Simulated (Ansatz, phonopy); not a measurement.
# How NaH (Fm-3m) expands on warming, part 3 of 3

Aim: the lattice, expansion, heat capacity and bulk modulus of NaH as it warms.

Ansatz 0.2.0; DFT r2SCAN, scalar-relativistic, plane waves, PAW (the session's first sound run).

So far, principal linear expansion coefficients at 298 K (× 1e-6/K): step 6 (phonons on strained cells, cutoff 580 eV, functional r2SCAN) 45.3. Also isothermal bulk modulus at 298 K (GPa): step 6 19.3.

**9. Phonons on strained cells, cutoff 487.2 eV**

Level of this step: DFT RPBE, scalar-relativistic, plane waves, PAW (Ansatz).

Thermal expansion follows from how the free energy of the vibrations (and of the electrons in a metal) changes with strain, so the program makes strained cells, their phonons and a fit in one run.

input.yaml reads:

```yaml
crystal:
  lattice:
    - [0.0, 2.4633004472, 2.4633004472]
    - [2.4633004472, 0.0, 2.4633004472]
    - [2.4633004472, 2.4633004472, 0.0]
  atoms:
    - { symbol: Na, position: [0.0, 0.0, 0.0] }
    - { symbol: H, position: [0.5, 0.5, 0.5] }
kpoints:
  mp_grid: { grid: [8, 8, 8] }
hamiltonian:
  xc: rpbe
scf:
  occupations: { method: fixed }
output:
  eigenvalues: true
phonons:
  method: dfpt
  qmesh: [4, 4, 4]
  temperatures: { t_max: 500.0, t_step: 25 }
  thermal_expansion: {}
```

The run is started by

```sh
ansatz run input.yaml --threads 4 --pin off --max-ram 8192MiB --backend cpu --events-out ev --progress --plain --runs-dir out
```

Numbers of over 12 decimals in the logs are rounded to 6 here.

What it wrote:

```text
[...]
Crystal: 2 atoms, lattice volume = 29.894 Å³
Basis set: ecut = 487.2 eV, 725 PW (Γ), exchange–correlation on 54×54×54 points (8 copies of the dense FFT grid, shifted against one another)
Bands: 9, of which v1, the nominal top of the filled ones, is band 5 counted from 1 (4 counted from 0)
Symmetry: 48 space group operations
[...]
k-points: 29 of 512
[...]
SCF iter   1: F=—  HF=-1505.441132 eV  |F-HF|=—  |Δ(HF+E_count)|=         —  Δρ=4.41e-3  dr2=5.09e-3  ethr=1.77e-3  ⟨swp⟩=4.7  Hψ=1489  notcnv=0  defer=50
[...]
SCF iter   7: F=-1505.439655 eV  HF=-1505.439655 eV  |F-HF|=7.05e-12  |Δ(HF+E_count)|=  1.16e-10  Δρ=2.76e-7  dr2=1.95e-11  ethr=1.00e-12  ⟨swp⟩=6.0  Hψ=1522  notcnv=0
SCF 1 converged in 7 iterations: F = -1505.439655 eV  dr2 = 1.95e-11
[...]
relax step   1: F+E_penalty+E_count = -1505.43965496 eV  Δ(F+E_penalty+E_count) = +0.000e0 eV  max|allowed force component| = 5.937e-31 eV/Å  Δτ_max = 0.0000 Å  (7 SCF iters, accepted)
SCF converged after 7 iterations
Free energy (F): -1505.439655 eV
[...]
Internal energy: -1505.439655 eV  (E = F + TS)
E sigma→0 (E₀):  -1505.439655 eV
Fermi energy:    0.629581 eV
[...]
--- Stress (GPa, compression-positive) ---
        0.004665       0.000000      -0.000000
       -0.000000       0.004665       0.000000
        0.000000      -0.000000       0.004665
  P = ⅓ Tr σ = 0.0047 GPa (0.047 kbar)
--- Band table (eV; the first three rows and the last of 29) ---
[...]
── thermal expansion: 3 new cells, 3 in all ──
thermal expansion: relaxation of cell 2
thermal expansion: relaxation of cell 3
── thermal expansion: 2 new cells, 5 in all ──
thermal expansion: relaxation of cell 4
thermal expansion: lower-state search of cell 4
thermal expansion: phonons of cell 4
thermal expansion: relaxation of cell 5
thermal expansion: phonons of cell 5
── thermal expansion: 8 new cells, 13 in all ──
thermal expansion: relaxation of cell 6
thermal expansion: relaxation of cell 7
thermal expansion: relaxation of cell 8
thermal expansion: relaxation of cell 9
thermal expansion: relaxation of cell 10
thermal expansion: relaxation of cell 11
thermal expansion: relaxation of cell 12
thermal expansion: relaxation of cell 13
thermal expansion: phonons of cell 6
thermal expansion: phonons of cell 7
thermal expansion: phonons of cell 8
thermal expansion: phonons of cell 9
thermal expansion: phonons of cell 10
--- Relaxed structure (1 steps of the walk, 1 accepted, 0 SCFs on fresh bases) ---
  F+E_penalty+E_count = -1505.43965496 eV   max|allowed force component| = 5.937e-31 eV/Å
  atoms:
    - { symbol: Na, position: [0.0, 0.0, 0.0] }
    - { symbol: H, position: [0.5, 0.5, 0.5] }
--- Thermal expansion: 13 cells in 3 rounds, 0 GPa ---
  no lower state was reached at cell 4
  without vibrations: a 3.48404, b 3.48404, c 3.48404 Å, V 29.9042 Å³, B 20.80 GPa
  at 0 K: a 3.53870, b 3.53870, c 3.53870 Å, V 31.3341 Å³, B 18.60 GPa
  zero-point expansion: a +1.569, b +1.569, c +1.569, V +4.781 %
[...]
0.00    3.53870    3.53870    3.53870    31.3341 |    0.00    0.00    0.00    0.00 |  106.85 |     0.000     0.000 |    18.60    18.60
    50.00    3.53944    3.53944    3.53944    31.3538 |   13.68   13.68   13.68   41.03 |  125.92 |     9.215     9.186 |    18.49    18.55
   100.00    3.54338    3.54338    3.54338    31.4585 |   28.82   28.82   28.82   86.46 |  141.37 |    19.354    19.098 |    18.06    18.31
   150.00    3.54937    3.54937    3.54937    31.6183 |   38.56   38.56   38.56  115.67 |  155.75 |    25.367    24.699 |    17.46    17.94
   200.00    3.55705    3.55705    3.55705    31.8241 |   47.95   47.95   47.95  143.85 |  170.30 |    30.907    29.581 |    16.72    17.47
   250.00    3.56643    3.56643    3.56643    32.0764 |   57.37   57.37   57.37  172.10 |  185.23 |    36.034    33.767 |    15.85    16.92
   298.15    3.57710    3.57710    3.57710    32.3651 |   66.78   66.78   66.78  200.34 |       - |    40.498    37.026 |    14.89    16.29
   325.00    3.58378    3.58378    3.58378    32.5470 |   72.43   72.43   72.43  217.29 |  209.30 |    42.834    38.535 |    14.29    15.89
   375.00    3.59784    3.59784    3.59784    32.9314 |   84.55   84.55   84.55  253.65 |  227.66 |    47.092    40.847 |    13.05    15.05
   425.00    3.61445    3.61445    3.61445    33.3897 |  100.69  100.69  100.69  302.06 |  249.56 |    51.675    42.641 |    11.59    14.04
   475.00    3.63478    3.63478    3.63478    33.9561 |  125.88  125.88  125.88  377.64 |  277.97 |    57.606    44.051 |     9.79    12.80
   500.00    3.64709    3.64709    3.64709    34.3024 |  145.98  145.98  145.98  437.93 |  296.55 |    61.867    44.647 |     8.69    12.05
[...]
vibrations' free energy: its fit leaves 0.0006 meV an atom at the most
  the electrons' free energy at temperature is not in it: every band gap is over 0.52 eV
  free energies summed between the sampled wave vectors
[...]
the FFT grids of the static calculations differ: 25 × 25 × 25, 27 × 27 × 27
  band gaps on the cells' k-points are 3.592 to 3.929 eV
```

The job ended after 4 min (4 threads of Arm Neoverse V2, shared host; peak memory 0.69 GiB).

This step gave:

```yaml
pressure: 0.004665 GPa
gap_on_the_k_mesh: 3.879 eV
volume_expansion_coefficient_at_298_k: 200.3 1e-6/K
c_p_at_298_k: 20.25 J/mol-atom/K
entropy_at_298_k: 22.52 J/mol-atom/K
isothermal_bulk_modulus_at_298_k: 14.89 GPa
grueneisen_parameter_at_298_k: 1.570
volume_at_298_k: 16.18 Å³/atom
principal_linear_expansion_coefficients_at_298_k: 66.78, 66.78, 66.78 1e-6/K
```

Strained cells of the study; zero-point energy where phonons were solved; the pressures are stresses at a fixed cutoff and can carry an offset from the finite basis. Expansion cells, by row:

| cell | \|a\| (Å) | \|b\| (Å) | \|c\| (Å) | V (Å³/atom) | E - E_lowest (meV/atom) | pressure, compression positive (GPa) | gap (eV) | zero-point energy (meV/atom) |
| --- | --- | --- | --- | --- | --- | --- | --- | --- |
| 1 | 3.484 | 3.484 | 3.484 | 14.95 | 0 | -0.025 | 3.879 | - |
| 2 | 3.511 | 3.511 | 3.511 | 15.31 | 0.53 | -0.5 | 3.839 | - |
| 3 | 3.456 | 3.456 | 3.456 | 14.59 | 0.572 | 0.495 | 3.919 | - |
| 4 | 3.484 | 3.484 | 3.484 | 14.95 | 0 | -0.034 | 3.878 | 75.22 |
| 5 | 3.502 | 3.502 | 3.502 | 15.18 | 0.216 | -0.336 | 3.853 | 73.9 |
| 6 | 3.519 | 3.519 | 3.519 | 15.41 | 0.872 | -0.624 | 3.828 | 72.58 |
| 7 | 3.555 | 3.555 | 3.555 | 15.88 | 3.407 | -1.151 | 3.778 | 69.95 |
| 8 | 3.59 | 3.59 | 3.59 | 16.36 | 7.522 | -1.619 | 3.728 | 67.35 |
| 9 | 3.627 | 3.627 | 3.627 | 16.86 | 13.14 | -2.034 | 3.679 | 64.77 |
| 10 | 3.663 | 3.663 | 3.663 | 17.38 | 20.18 | -2.4 | 3.63 | 62.19 |
| 11 | 3.45 | 3.45 | 3.45 | 14.51 | 0.866 | 0.623 | 3.929 | - |
| 12 | 3.467 | 3.467 | 3.467 | 14.73 | 0.209 | 0.285 | 3.903 | - |
| 13 | 3.692 | 3.692 | 3.692 | 17.8 | 26.75 | -2.658 | 3.592 | - |

Quasi-harmonic; a, b, c are the run's own cell vectors. Expansion, by row:

| T (K) | a (Å) | b (Å) | c (Å) | alpha (deg) | beta (deg) | gamma (deg) | cell volume (Å³/cell) | alpha_a (1e-6/K) | alpha_b (1e-6/K) | alpha_c (1e-6/K) | alpha_V (1e-6/K) | C_P (J/mol-atom/K) | C_V (J/mol-atom/K) | S (J/mol-atom/K) | B_T (GPa) | B_S (GPa) | Grueneisen | extrapolation | fit error (1e-6/K) |
| --- | --- | --- | --- | --- | --- | --- | --- | --- | --- | --- | --- | --- | --- | --- | --- | --- | --- | --- | --- |
| 0 | 3.539 | 3.539 | 3.539 | 60 | 60 | 60 | 31.33 | 0 | 0 | 0 | 0 | 0 | 0 | 0 | 18.6 | 18.6 | - | 0 | 0 |
| 25 | 3.539 | 3.539 | 3.539 | 60 | 60 | 60 | 31.34 | 2.44 | 2.44 | 2.44 | 7.33 | 0.81 | 0.81 | 0.214 | 18.59 | 18.6 | 1.588 | 0 | 0 |
| 50 | 3.539 | 3.539 | 3.539 | 60 | 60 | 60 | 31.35 | 13.68 | 13.68 | 13.68 | 41.03 | 4.608 | 4.593 | 1.89 | 18.49 | 18.55 | 1.56 | 0 | 0.01 |
| 75 | 3.541 | 3.541 | 3.541 | 60 | 60 | 60 | 31.4 | 22.72 | 22.72 | 22.72 | 68.15 | 7.676 | 7.616 | 4.385 | 18.3 | 18.45 | 1.548 | 0 | 0.03 |
| 100 | 3.543 | 3.543 | 3.543 | 60 | 60 | 60 | 31.46 | 28.82 | 28.82 | 28.82 | 86.46 | 9.677 | 9.549 | 6.885 | 18.06 | 18.31 | 1.549 | 0 | 0.05 |
| 125 | 3.546 | 3.546 | 3.546 | 60 | 60 | 60 | 31.53 | 33.82 | 33.82 | 33.82 | 101.5 | 11.24 | 11.02 | 9.216 | 17.78 | 18.13 | 1.554 | 0 | 0.07 |
| 150 | 3.549 | 3.549 | 3.549 | 60 | 60 | 60 | 31.62 | 38.56 | 38.56 | 38.56 | 115.7 | 12.68 | 12.35 | 11.39 | 17.46 | 17.94 | 1.557 | 0 | 0.09 |
| 175 | 3.553 | 3.553 | 3.553 | 60 | 60 | 60 | 31.72 | 43.26 | 43.26 | 43.26 | 129.8 | 14.09 | 13.61 | 13.46 | 17.11 | 17.72 | 1.559 | 0 | 0.11 |
| 200 | 3.557 | 3.557 | 3.557 | 60 | 60 | 60 | 31.82 | 47.95 | 47.95 | 47.95 | 143.8 | 15.45 | 14.79 | 15.43 | 16.72 | 17.47 | 1.559 | 0 | 0.12 |
| 225 | 3.562 | 3.562 | 3.562 | 60 | 60 | 60 | 31.94 | 52.65 | 52.65 | 52.65 | 157.9 | 16.77 | 15.89 | 17.32 | 16.3 | 17.21 | 1.559 | 0 | 0.13 |
| 250 | 3.566 | 3.566 | 3.566 | 60 | 60 | 60 | 32.08 | 57.37 | 57.37 | 57.37 | 172.1 | 18.02 | 16.88 | 19.15 | 15.85 | 16.92 | 1.561 | 0 | 0.12 |
| 275 | 3.572 | 3.572 | 3.572 | 60 | 60 | 60 | 32.22 | 62.18 | 62.18 | 62.18 | 186.5 | 19.2 | 17.78 | 20.93 | 15.37 | 16.6 | 1.565 | 0 | 0.13 |
| 298.1 | 3.577 | 3.577 | 3.577 | 60 | 60 | 60 | 32.37 | 66.78 | 66.78 | 66.78 | 200.3 | 20.25 | 18.51 | 22.52 | 14.89 | 16.29 | 1.57 | 0 | 0.15 |
| 300 | 3.578 | 3.578 | 3.578 | 60 | 60 | 60 | 32.38 | 67.16 | 67.16 | 67.16 | 201.5 | 20.33 | 18.57 | 22.65 | 14.85 | 16.26 | 1.571 | 0 | 0.15 |
| 325 | 3.584 | 3.584 | 3.584 | 60 | 60 | 60 | 32.55 | 72.43 | 72.43 | 72.43 | 217.3 | 21.42 | 19.27 | 24.32 | 14.29 | 15.89 | 1.58 | 0 | 0.24 |
| 350 | 3.591 | 3.591 | 3.591 | 60 | 60 | 60 | 32.73 | 78.16 | 78.16 | 78.16 | 234.5 | 22.48 | 19.88 | 25.94 | 13.7 | 15.49 | 1.592 | 0 | 0.36 |
| 375 | 3.598 | 3.598 | 3.598 | 60 | 60 | 60 | 32.93 | 84.55 | 84.55 | 84.55 | 253.7 | 23.55 | 20.42 | 27.53 | 13.05 | 15.05 | 1.607 | 0 | 0.53 |
| 400 | 3.606 | 3.606 | 3.606 | 60 | 60 | 60 | 33.15 | 91.91 | 91.91 | 91.91 | 275.7 | 24.65 | 20.9 | 29.09 | 12.35 | 14.57 | 1.627 | 0 | 0.72 |
| 425 | 3.614 | 3.614 | 3.614 | 60 | 60 | 60 | 33.39 | 100.7 | 100.7 | 100.7 | 302.1 | 25.84 | 21.32 | 30.61 | 11.59 | 14.04 | 1.65 | 0 | 0.82 |
| 450 | 3.624 | 3.624 | 3.624 | 60 | 60 | 60 | 33.66 | 111.6 | 111.6 | 111.6 | 334.8 | 27.18 | 21.69 | 32.13 | 10.74 | 13.45 | 1.679 | 0 | 0.62 |
| 475 | 3.635 | 3.635 | 3.635 | 60 | 60 | 60 | 33.96 | 125.9 | 125.9 | 125.9 | 377.6 | 28.8 | 22.02 | 33.64 | 9.79 | 12.8 | 1.715 | 0 | 0.88 |
| 500 | 3.647 | 3.647 | 3.647 | 60 | 60 | 60 | 34.3 | 146 | 146 | 146 | 437.9 | 30.93 | 22.32 | 35.17 | 8.69 | 12.05 | 1.761 | 0 | 4.88 |

The expansion coefficient by temperature; values in 1e-6/K:

| temperature (K) | volume | principal 1 |
| --- | --- | --- |
| 0 | 0 | 0 |
| 25 | 7.33 | 2.44 |
| 50 | 41.0 | 13.7 |
| 75 | 68.2 | 22.7 |
| 100 | 86.5 | 28.8 |
| 125 | 101 | 33.8 |
| 150 | 116 | 38.6 |
| 175 | 130 | 43.3 |
| 200 | 144 | 48.0 |
| 225 | 158 | 52.6 |
| 250 | 172 | 57.4 |
| 275 | 187 | 62.2 |
| 298 | 200 | 66.8 |
| 300 | 201 | 67.2 |
| 325 | 217 | 72.4 |
| 350 | 234 | 78.2 |
| 375 | 254 | 84.5 |
| 400 | 276 | 91.9 |
| 425 | 302 | 101 |
| 450 | 335 | 112 |
| 475 | 378 | 126 |
| 500 | 438 | 146 |

Changing the level of theory (r2SCAN → RPBE) and the cutoff (580 → 487.2 eV) takes the volume expansion at 298 K from 136 to 200 × 10⁻⁶/K and B_T from 19.3 to 14.9 GPa.

**10. Free-energy fit**

This step: DFT RPBE, scalar-relativistic, plane waves, PAW (phonopy 4.10.0).

Numbers from this step:

```yaml
volume_expansion_coefficient_at_300_k: 203.8 1e-6/K
isothermal_bulk_modulus_at_300_k: 14.71 GPa
c_p_at_300_k: 20.36 J/mol-atom/K
grueneisen_parameter_at_300_k: 1.574
```

Table of energy (each curve on its own zero) by volume; values in meV/atom:

| volume (Å³/atom) | static | F at 0 K | F at 300 K | F at 500 K |
| --- | --- | --- | --- | --- |
| 14.954 | 0 | 5.8 | 9.38 | 13.5 |
| 15.179 | 0.22 | 4.69 | 7.59 | 10.9 |
| 15.410 | 0.87 | 4.02 | 6.2 | 8.64 |
| 15.880 | 3.41 | 3.94 | 4.57 | 5.2 |
| 16.365 | 7.52 | 5.45 | 4.37 | 3.05 |
| 16.864 | 13.1 | 8.48 | 5.48 | 2.04 |
| 17.379 | 20.2 | 12.9 | 7.75 | 1.97 |

Phonopy-qha, vinet fit of F(V) at each temperature. Qha vinet, by row:

| T (K) | fitted volume (Å³/atom) | alpha_V (1e-6/K) | B_T (GPa) | C_P (J/mol-atom/K) | Grueneisen |
| --- | --- | --- | --- | --- | --- |
| 75 | 15.7 | 66.39 | 18.28 | 7.586 | 1.506 |
| 100 | 15.73 | 85.68 | 18.03 | 9.669 | 1.533 |
| 125 | 15.77 | 101.2 | 17.74 | 11.26 | 1.546 |
| 150 | 15.81 | 115.6 | 17.42 | 12.7 | 1.552 |
| 175 | 15.86 | 129.9 | 17.05 | 14.1 | 1.555 |
| 200 | 15.91 | 144.3 | 16.65 | 15.46 | 1.556 |
| 225 | 15.97 | 158.7 | 16.21 | 16.77 | 1.558 |
| 250 | 16.04 | 173.3 | 15.74 | 18.03 | 1.561 |
| 275 | 16.11 | 188.3 | 15.24 | 19.22 | 1.566 |
| 300 | 16.19 | 203.8 | 14.71 | 20.36 | 1.574 |
| 325 | 16.28 | 220.2 | 14.15 | 21.45 | 1.585 |
| 350 | 16.37 | 237.9 | 13.56 | 22.53 | 1.599 |
| 375 | 16.47 | 257.3 | 12.94 | 23.61 | 1.616 |
| 400 | 16.58 | 279 | 12.28 | 24.72 | 1.637 |
| 425 | 16.7 | 303.9 | 11.59 | 25.89 | 1.662 |
| 450 | 16.83 | 332.9 | 10.87 | 27.17 | 1.691 |
| 475 | 16.98 | 367.4 | 10.11 | 28.63 | 1.724 |

Volume expansion coefficient against temperature; values in 1e-6/K:

| temperature (K) | phonopy-qha, Vinet | Ansatz's own study |
| --- | --- | --- |
| 75 | 66.4 | 68.2 |
| 100 | 85.7 | 86.5 |
| 125 | 101 | 101 |
| 150 | 116 | 116 |
| 175 | 130 | 130 |
| 200 | 144 | 144 |
| 225 | 159 | 158 |
| 250 | 173 | 172 |
| 275 | 188 | 187 |
| 300 | 204 | 201 |
| 325 | 220 | 217 |
| 350 | 238 | 234 |
| 375 | 257 | 254 |
| 400 | 279 | 276 |
| 425 | 304 | 302 |
| 450 | 333 | 335 |
| 475 | 367 | 378 |

The fit gives a volume expansion of 204 × 10⁻⁶/K at 300 K, against 200 at 298 K from the study itself, whose static fit uses more cells.

**11. Outcome**

| Quantity | Value |
| --- | --- |
| settings of these figures | r2SCAN, 580 eV, k 8×8×8, q 4×4×4 |
| volume expansion coefficient at 298 K | 136.0 1e-6/K |
| C_P at 298 K | 18.42 J/mol-atom/K |
| entropy at 298 K | 20.06 J/mol-atom/K |
| isothermal bulk modulus at 298 K | 19.33 GPa |
| Grüneisen parameter at 298 K | 1.335 |
| volume at 298 K | 14.74 Å³/atom |
| principal linear expansion coefficients at 298 K | 45.32, 45.32, 45.32 1e-6/K |

In words: Near room temperature NaH expands by 136 × 10⁻⁶/K in volume by r2SCAN, with C_P = 18.4 J/(mol K) per mole of atoms and B_T = 19.3 GPa. C_P at room temperature is 74 % of the classical 3R an atom; C_V is 70 %, and the rest is expansion work. The levels of theory differ by up to 64.4 × 10⁻⁶/K in the volume expansion at 298 K. The PAW files were made for PBE and are used here under another functional, for which the program regenerates the frozen cores.

[Logs are printed without paths, hosts, clocks, repeated set-up lines and the standing remarks that a program may print on its own settings, such as how far it seeks lower states.]

[Hosts, paths, dates, database ids (printed as entryN), source tags and the programs' standing remarks are cut or masked in the printed files.]

[A step with changed settings may run another functional than the one named; its input shows which.]
